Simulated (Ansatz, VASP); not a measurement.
# Co (Co(0001), 4 layers) in two plane-wave programs, part 2 of 2

One calculation is typed for both programs; each brings its own data sets. How far apart do they land? Of the first pair: The structure shown is the start of the Ansatz relaxation below; VASP solves that cell, so the two are compared at the walk's first step.

VASP 6.6.1 and Ansatz 0.2.0.

So far: Set-up; Ansatz: relaxation, PBE.

## (3) VASP: single point, PBE, start cell, pair 1

Level of this step: PBE, spin-polarised from a ferromagnetic start; plane waves and PAW (Co) (VASP).

The same cell, functional, mesh and smearing now go to VASP, with its own data sets.

Lines of VASP's logs that name or quote its potential files are left out, and so is its time.

INCAR reads:

```
SYSTEM = Co
PREC = Accurate
ENCUT = 520
EDIFF = 1E-06
NELM = 200
ISMEAR = -1
SIGMA = 0.1
LREAL = .FALSE.
ALGO = Normal
GGA = PE
NBANDS = 31
ISPIN = 2
MAGMOM = 1.82 1.76 1.74 1.79
LASPH = .TRUE.
LMAXMIX = 4
LORBIT = 11
LWAVE = .FALSE.
LCHARG = .FALSE.
ISIF = 2
LDIPOL = .TRUE.
IDIPOL = 3
DIPOL = 0.5 0.5 0.5
LVHAR = .TRUE.
GGA_COMPAT = .FALSE.
NELMDL = -8
```

POSCAR reads:

```
Co
1.0
    2.5100000000      0.0000000000      0.0000000000
    1.2550000000      2.1737237635      0.0000000000
    0.0000000000      0.0000000000     21.1068300000
Co
4
Direct
    0.6666667474      0.6666666262      0.3553352161
    0.0000000808      0.9999999596      0.4517784054
    0.6666667474      0.6666666262      0.5482215946
    0.0000000808      0.9999999596      0.6446647839
```

KPOINTS reads:

```
Automatic mesh
0
Gamma
12 12 1
0 0 0
```

Potentials, in the order of the species: Co (PBE family, release 64).

Launch:

```sh
$ mpirun -np 1 vasp_std
```

Numbers of over 12 decimals in the logs are rounded to 6 here.

What it wrote:

```text
[banner, memory and clock lines left out]
running    1 mpi-ranks, on    1 nodes
 distrk:  each k-point on    1 cores,    1 groups
 distr:  one band on    1 cores,    1 groups

 POSCAR found type information on POSCAR Co
 POSCAR found :  1 types and       4 ions
 LDA part: xc-table for (Slater+PW92), standard interpolation
 POSCAR, INCAR and KPOINTS ok, starting setup
 FFT: planning ... GRIDC
 FFT: planning ... GRID_SOFT
 FFT: planning ... GRID
 WAVECAR not read
 entering main loop
       N       E                     dE             d eps       ncg     rms          rms(c)
DAV:   1     0.253407314933E+03    0.25341E+03   -0.15401E+04  2356   0.119E+03
DAV:   2    -0.154679224275E+02   -0.26888E+03   -0.24889E+03  2391   0.271E+02
DAV:   3    -0.305317071843E+02   -0.15064E+02   -0.14469E+02  2692   0.935E+01
DAV:   4    -0.307353665967E+02   -0.20366E+00   -0.20355E+00  2593   0.118E+01
DAV:   5    -0.307431420135E+02   -0.77754E-02   -0.77752E-02  3621   0.148E+00
DAV:   6    -0.307432287816E+02   -0.86768E-04   -0.86768E-04  2744   0.180E-01
DAV:   7    -0.307432333584E+02   -0.45768E-05   -0.45768E-05  3600   0.352E-02
DAV:   8    -0.307432334150E+02   -0.56536E-07   -0.56507E-07  1753   0.467E-03    0.199E+01
DAV:   9    -0.390095288626E+02   -0.82663E+01   -0.68864E+01  2738   0.121E+02    0.427E+01
DAV:  10    -0.323783232238E+02    0.66312E+01   -0.41179E+01  2689   0.966E+01    0.329E+01
DAV:  11    -0.261927906685E+02    0.61855E+01   -0.16505E+01  2991   0.550E+01    0.103E+01
DAV:  12    -0.355910585865E+02   -0.93983E+01   -0.30387E+01  2782   0.830E+01    0.389E+01
DAV:  13    -0.268492115943E+02    0.87418E+01   -0.36823E+01  3145   0.602E+01    0.111E+01
DAV:  14    -0.267392202795E+02    0.10999E+00   -0.49012E+00  2914   0.305E+01    0.122E+01
[...]
DAV:  35    -0.267020035012E+02   -0.97180E-04   -0.13472E-06  1867   0.155E-02    0.658E-03
DAV:  36    -0.267020998675E+02   -0.96366E-04   -0.19711E-06  1974   0.732E-03    0.850E-03
DAV:  37    -0.267021545321E+02   -0.54665E-04   -0.58883E-07  1839   0.864E-03    0.623E-03
DAV:  38    -0.267021938800E+02   -0.39348E-04   -0.45201E-07  1890   0.519E-03    0.523E-03
DAV:  39    -0.267022073081E+02   -0.13428E-04   -0.24084E-07  1730   0.376E-03    0.381E-03
DAV:  40    -0.267022109145E+02   -0.36064E-05   -0.11774E-07  1723   0.215E-03    0.277E-03
DAV:  41    -0.267022121448E+02   -0.12303E-05   -0.10732E-07  1679   0.255E-03    0.139E-03
DAV:  42    -0.267022123398E+02   -0.19499E-06   -0.48936E-08  1549   0.145E-03
   1 F= -.26702212E+02 E0= -.26630163E+02  d E =-.144099E+00  mag=     6.7976
```

OUTCAR, selected parts (step 3):

```text
ion  position               nearest neighbor table
   1  0.667  0.667  0.355-   2 2.50   2 2.50   2 2.50
   2  0.000  1.000  0.452-   3 2.50   3 2.50   3 2.50   1 2.50   1 2.50   1 2.50
   3  0.667  0.667  0.548-   2 2.50   2 2.50   2 2.50   4 2.50   4 2.50   4 2.50
   4  0.000  1.000  0.645-   3 2.50   3 2.50   3 2.50

  LATTYP: Found a hexagonal cell.
 ALAT       =     2.5100000000
 C/A-ratio  =     8.4090956175

 Subroutine GETGRP returns: Found 12 space group operations
 (whereof  6 operations were pure point group operations)

The static configuration has the point symmetry C_3v.
 The point group associated with its full space group is D_3d.

 Found     19 irreducible k-points:

   k-points           NKPTS =     19   k-points in BZ     NKDIM =     19   number of bands    NBANDS=     31

   dimension x,y,z NGX =    20 NGY =   20 NGZ =  160
   dimension x,y,z NGXF=    40 NGYF=   40 NGZF=  320

   ENCUT  =  520.0 eV  38.22 Ry    6.18 a.u.   4.67  4.67 39.24*2*pi/ulx,y,z

   NELECT =      36.0000    total number of electrons

 k-points in reciprocal lattice and weights: Automatic mesh
   0.00000000  0.00000000  0.00000000       0.007
   0.08333333  0.00000000  0.00000000       0.042
   0.16666667  0.00000000  0.00000000       0.042
   0.25000000  0.00000000  0.00000000       0.042
   0.33333333  0.00000000  0.00000000       0.042
   0.41666667  0.00000000  0.00000000       0.042
   0.50000000  0.00000000  0.00000000       0.021
   0.16666667  0.08333333  0.00000000       0.042
   0.25000000  0.08333333  0.00000000       0.083
[...]
-0.41666667  0.25000000  0.00000000       0.083
  -0.33333333  0.33333333  0.00000000       0.014

 dipolmoment           0.000000      0.000000      0.000010 electrons x Angstroem

 average (electrostatic) potential at core
       1 -87.5878       2 -87.6987       3 -87.6987       4 -87.5878

 E-fermi :   0.9058

 spin component 1
 k-point     1 :       0.0000    0.0000    0.0000
  band No.  band energies     occupation
    ...
     20      -0.1907      0.99998
     21      -0.1907      0.99998
     22      -0.0755      0.99995
     23      -0.0755      0.99995
     24       0.0954      0.99970
     25       1.0858      0.14185
     26       5.5718      0.00000
     27       5.6265      0.00000
     28       6.9913      0.00000
     29       7.7933      0.00000
    ...

 k-point     2 :       0.0833    0.0000    0.0000
  band No.  band energies     occupation
    ...
     20      -0.5305      1.00000
     21      -0.2507      0.99999
     22      -0.1941      0.99998
     23      -0.0574      0.99993
     24       0.7232      0.86124
     25       1.7965      0.00014
     26       5.7979      0.00000
     27       5.8264      0.00000
     28       7.2145      0.00000
     29       7.9625      0.00000
    ...

 k-point     3 :       0.1667    0.0000    0.0000
  band No.  band energies     occupation
    ...
     19      -0.6389      1.00000
     20      -0.5680      1.00000
     21      -0.2031      0.99998
     22      -0.0193      0.99990
     23       0.0751      0.99975
     24       1.6238      0.00076
     25       3.0784      0.00000
     26       6.4127      0.00000
     27       6.4800      0.00000
     28       7.8833      0.00000
    ...

 k-point     4 :       0.2500    0.0000    0.0000
  band No.  band energies     occupation
    ...
     19      -0.5240      1.00000
     20      -0.5017      1.00000
     21      -0.1969      0.99998
     22       0.0196      0.99986
     23       0.6176      0.94693
     24       2.6811      0.00000
     25       4.5991      0.00000
     26       7.3674      0.00000
     27       7.6074      0.00000
     28       8.9919      0.00000
    ...

 k-point     5 :       0.3333    0.0000    0.0000
  band No.  band energies     occupation
    ...
     18      -0.2387      0.99999
     19      -0.2353      0.99999
     20      -0.1568      0.99998
     21      -0.0917      0.99995
     22       0.0769      0.99975
     23       1.4644      0.00374
     24       3.8975      0.00000
     25       6.3185      0.00000
     26       8.5123      0.00000
     27       9.1657      0.00000
    ...

 k-point     6 :       0.4167    0.0000    0.0000
  band No.  band energies     occupation
    ...
     17       0.0118      0.99987
     18       0.1011      0.99968
     19       0.1960      0.99917
     20       0.2337      0.99880
     21       0.7699      0.79556
     22       0.9934      0.29400
     23       2.6584      0.00000
     24       4.7232      0.00000
     25       7.6221      0.00000
     26       7.8439      0.00000
    ...

  Total       -2.8626062     -2.8626062     -2.1753685      0.0000000      0.0000000     -0.0000000
  in kB      -39.8264044    -39.8264044    -30.2651156      0.0000000      0.0000000     -0.0000000
  external PRESSURE =     -36.6393081 kB  Pullay stress =       0.0000000 kB

  energy-cutoff  :      520.00
  volume of cell :      115.16
      direct lattice vectors                 reciprocal lattice vectors
     2.510000000  0.000000000  0.000000000     0.398406375 -0.230020028  0.000000000
     1.255000000  2.173723763  0.000000000     0.000000000  0.460040055  0.000000000
     0.000000000  0.000000000 21.106830000     0.000000000  0.000000000  0.047378029

 POSITION                                       TOTAL-FORCE (eV/Angst)
 -----------------------------------------------------------------------------------
      2.51000      1.44915      7.50000        -0.000000      0.000000      0.506937
      1.25500      2.17372      9.53561         0.000000     -0.000000     -0.455062
      2.51000      1.44915     11.57122         0.000000      0.000000      0.454804
      1.25500      2.17372     13.60683        -0.000000     -0.000000     -0.506678
 -----------------------------------------------------------------------------------
    total drift:                                0.000013     -0.000008     -0.000010

  FREE ENERGIE OF THE ION-ELECTRON SYSTEM (eV)
  ---------------------------------------------------
  free  energy   TOTEN  =       -26.7022123398 eV

  energy  without entropy=      -26.5581134452  energy(sigma->0) =      -26.63016289

 vacuum level on the upper side and lower side of the slab         5.859         5.858

 total charge
# of ion       s       p       d       tot
------------------------------------------
    1        0.470   0.386   7.218   8.074
    2        0.477   0.499   7.248   8.224
    3        0.477   0.499   7.248   8.224
    4        0.470   0.386   7.218   8.074
--------------------------------------------------
tot          1.894   1.770  28.931  32.595

 magnetization (x)
# of ion       s       p       d       tot
------------------------------------------
    1       -0.011  -0.042   1.809   1.757
    2       -0.013  -0.051   1.756   1.692
    3       -0.013  -0.051   1.756   1.692
    4       -0.011  -0.042   1.809   1.757
--------------------------------------------------
tot         -0.049  -0.185   7.132   6.898

[... 6 further parts left out ...]
```

The magnetic state follows from one typed start and may not be the lowest.

## (4) Side by side

Known differences besides the potentials themselves: VASP starts from the moments at which Ansatz ended; the data sets hold 68 valence electrons in Ansatz (on its default PAW (the set named soft_2) files) and 36 in VASP; the cutoff is 420 eV in Ansatz and 520 eV in VASP. Total energies have different zeros and are not compared.

Forces (eV/Å; atoms numbered as in POSCAR):

| atom | Ansatz x, y, z | VASP x, y, z |
| --- | --- | --- |
| Co1 | 0.000, 0.000, 0.489 | 0.000, 0.000, 0.507 |
| Co2 | 0.000, 0.000, -0.465 | 0.000, 0.000, -0.455 |
| Co3 | 0.000, 0.000, 0.465 | 0.000, 0.000, 0.455 |
| Co4 | 0.000, 0.000, -0.489 | 0.000, 0.000, -0.507 |

The forces differ by 8.5 meV/Å r.m.s., which is 3.1 % of the r.m.s. force of 0.278 eV/Å (both taken over all components). Moments aren't recorded for both runs of this pair, so they may hold unlike magnetic states. With vacuum in the cell, a pressure given here is an average over mostly empty space and none of the material.

## (5) Ansatz: relaxation, PBE

This run makes the geometry at which the two programs are then compared.

The structure compared here is the end of the Ansatz relaxation.

input.yaml reads:

```yaml
crystal:
  lattice:
    - [2.51, 0.0, 0.0]
    - [1.255, 2.1737237635, 0.0]
    - [0.0, 0.0, 21.10683]
  atoms:
    - { symbol: Co, position: [0.6666666667, 0.6666666667, 0.3553352161], spin: 1.7 }
    - { symbol: Co, position: [0.0, 0.0, 0.4517784054], spin: 1.7 }
    - { symbol: Co, position: [0.6666666667, 0.6666666667, 0.5482215946], spin: 1.7 }
    - { symbol: Co, position: [0.0, 0.0, 0.6446647839], spin: 1.7 }
magnetization:
  spin_polarized: true
kpoints:
  mp_grid: { grid: [12, 12, 1] }
hamiltonian:
  xc: pbe
scf:
  occupations: { method: fermi_dirac, width: 0.1 }
  convergence: { dr2_threshold: 1.0e-08 }
efield:
  axis: 3
  dipole_correction: true
  ramp_position: 0.97
  ramp_width: 0.04
relax:
  f_tol: 0.01
  constraints: [{ sites: [0, 1] }]
output:
  write_potential: true
  write_density: true
  volumetric_format: npy
```

Launch:

```sh
$ ansatz run input.yaml --threads 4 --pin off --max-ram 8192MiB --backend cpu --events-out ev --progress --plain --runs-dir out
```

What it wrote:

```text
[...]
Crystal: 4 atoms, lattice volume = 115.160 Å³
Basis set: ecut = 420 eV, 2261 PW (Γ), exchange–correlation on 36×36×288 points (8 copies of the dense FFT grid, shifted against one another)
Bands: 45, of which v1, the nominal top of the filled ones, is band 34 counted from 1 (33 counted from 0)
[...]
F+E_penalty+E_count = -20503.18248504 eV   max|allowed force component| = 8.209e-3 eV/Å
  atoms:
    - { symbol: Co, position: [0.666667, 0.666667, 0.355335] }
    - { symbol: Co, position: [0.0, 0.0, 0.451778] }
    - { symbol: Co, position: [0.666667, 0.666667, 0.548687] }
    - { symbol: Co, position: [-5.273124589620343e-18, 0, 0.640869] }
[key lines of the parts left out:]
SCF converged after 11 iterations
Magnetization: 6.8365 μB (37.4183 up, 30.5817 down)
Free energy (F): -20503.182485 eV
Fermi energy:    4.078660 eV
Dipole field:    D = 0.003006 V/Å  (p = 0.001913 e·Å, saw-weighted, corrected)
Work function:   Φ+ = 4.9252 eV   Φ− = 4.9887 eV
```

## (6) VASP: single point, PBE, relaxed cell, pair 2

The same cell, functional, mesh and smearing now go to VASP, with its own data sets.

Edit INCAR of step 3 so:

```diff
@@ -21,3 +21,3 @@
 IDIPOL = 3
-DIPOL = 0.5 0.5 0.5
+DIPOL = 0.5 0.5 0.499
 LVHAR = .TRUE.
```

POSCAR reads:

```
Co
1.0
    2.5100000000      0.0000000000      0.0000000000
    1.2550000000      2.1737237635      0.0000000000
    0.0000000000      0.0000000000     21.1068300000
Co
4
Direct
    0.6666666667      0.6666666667      0.3553352161
    0.0000000000      0.0000000000      0.4517784054
    0.6666666667      0.6666666667      0.5486874429
    0.0000000000      0.0000000000      0.6408690506
```

KPOINTS is that of step 3.

Launch:

```sh
$ mpirun -np 1 vasp_std
```

What it wrote:

```text
[... set-up lines as in an earlier step ...]
 entering main loop
       N       E                     dE             d eps       ncg     rms          rms(c)
DAV:   1     0.254185716699E+03    0.25419E+03   -0.15414E+04  2356   0.119E+03
DAV:   2    -0.153053231185E+02   -0.26949E+03   -0.24960E+03  2391   0.271E+02
DAV:   3    -0.305312770261E+02   -0.15226E+02   -0.14641E+02  2671   0.937E+01
DAV:   4    -0.307388457093E+02   -0.20757E+00   -0.20746E+00  2579   0.120E+01
[...]
DAV:  40    -0.267279495305E+02   -0.17097E-05   -0.23358E-07  1656   0.441E-03    0.297E-03
DAV:  41    -0.267279514721E+02   -0.19416E-05   -0.77836E-08  1773   0.178E-03    0.225E-03
DAV:  42    -0.267279524672E+02   -0.99513E-06   -0.46479E-08  1766   0.238E-03
   1 F= -.26727952E+02 E0= -.26661370E+02  d E =-.133164E+00  mag=     6.7808
```

From OUTCAR (step 6):

```text
  Total       -2.5048227     -2.5048227     -1.2010624      0.0000000      0.0000000     -0.0000000
  in kB      -34.8486917    -34.8486917    -16.7099471      0.0000000      0.0000000     -0.0000000
  external PRESSURE =     -28.8024435 kB  Pullay stress =       0.0000000 kB

 POSITION                                       TOTAL-FORCE (eV/Angst)
 -----------------------------------------------------------------------------------
      2.51000      1.44915      7.50000        -0.000000      0.000000      0.519380
      0.00000      0.00000      9.53561        -0.000000     -0.000000     -0.487609
      2.51000      1.44915     11.58105        -0.000000     -0.000000      0.006467
      0.00000      0.00000     13.52671         0.000000      0.000000     -0.038238
 -----------------------------------------------------------------------------------
    total drift:                               -0.000000     -0.000000     -0.000593

  FREE ENERGIE OF THE ION-ELECTRON SYSTEM (eV)
  ---------------------------------------------------
  free  energy   TOTEN  =       -26.7279524672 eV

  energy  without entropy=      -26.5947883469  energy(sigma->0) =      -26.66137041

 magnetization (x)
# of ion       s       p       d       tot
------------------------------------------
    1       -0.011  -0.041   1.812   1.760
    2       -0.014  -0.051   1.759   1.695
    3       -0.014  -0.052   1.742   1.677
    4       -0.011  -0.041   1.787   1.735
--------------------------------------------------
tot         -0.050  -0.184   7.101   6.867

[... 2 parts as in an earlier step ...]

[... 1 further part left out ...]
[key lines of the parts left out:]
E-fermi :   0.9120
```

## (7) Comparison

What differs besides the data sets and the points named for the pairs above, as far as they apply: the data sets hold 68 valence electrons in Ansatz (on its default PAW (the set named soft_2) files) and 36 in VASP; site moments are counted in spheres of each program's own size. Total energies have different zeros and are not compared.

The two programs side by side:

| quantity | Ansatz | VASP | difference |
| --- | --- | --- | --- |
| total moment (μB) | 6.84 | 6.78 | +0.06 |
| moment on Co1 (μB) | 1.82 | 1.76 | +0.06 |
| moment on Co4 (μB) | 1.79 | 1.74 | +0.06 |
| moment on Co2 (μB) | 1.76 | 1.70 | +0.06 |
| moment on Co3 (μB) | 1.74 | 1.68 | +0.06 |
| work function, lower of the two faces (eV) | 4.93 | 4.90 | +0.02 |
| work function, higher of the two faces (eV) | 4.99 | 4.96 | +0.02 |

Forces (eV/Å; atoms numbered as in POSCAR):

| atom | Ansatz x, y, z | VASP x, y, z |
| --- | --- | --- |
| Co1 | 0.000, 0.000, 0.502 | 0.000, 0.000, 0.519 |
| Co2 | 0.000, 0.000, -0.499 | 0.000, 0.000, -0.488 |
| Co3 | 0.000, 0.000, 0.005 | 0.000, 0.000, 0.006 |
| Co4 | 0.000, 0.000, -0.008 | 0.000, 0.000, -0.038 |

The forces differ by 11 meV/Å r.m.s., which is 5.1 % of the r.m.s. force of 0.206 eV/Å (both taken over all components). With vacuum in the cell, a pressure given here is an average over mostly empty space and none of the material.

## (8) Outcome

```yaml
r_m_s_force_difference_single_point_pbe_start_cell_pair_1: 3.1 % of the r.m.s. force
r_m_s_force_difference_single_point_pbe_relaxed_cell_pair_2: 5.1 % of the r.m.s. force
```

What this shows: The r.m.s. force difference is 5.1 % of the r.m.s. force (single point, PBE, relaxed cell, pair 2), beyond the 3 % picked in this series as the mark of a large difference. The data sets hold unlike numbers of valence electrons (68 in Ansatz and 36 in VASP), so part of the differences comes from the potentials. Such differences can come from data sets, numerical settings and the points named under the comparisons, not from the functional's error against experiment.

[Lines on the potential files, build, host, timing and source positions are cut from VASP's logs without a mark.]

[Logs are printed without paths, hosts, clocks, repeated set-up lines and the standing remarks that a program may print on its own settings, such as how far it seeks lower states.]

[Hosts, paths, dates, database ids (printed as entryN), source tags and the programs' standing remarks are cut or masked in the printed files.]
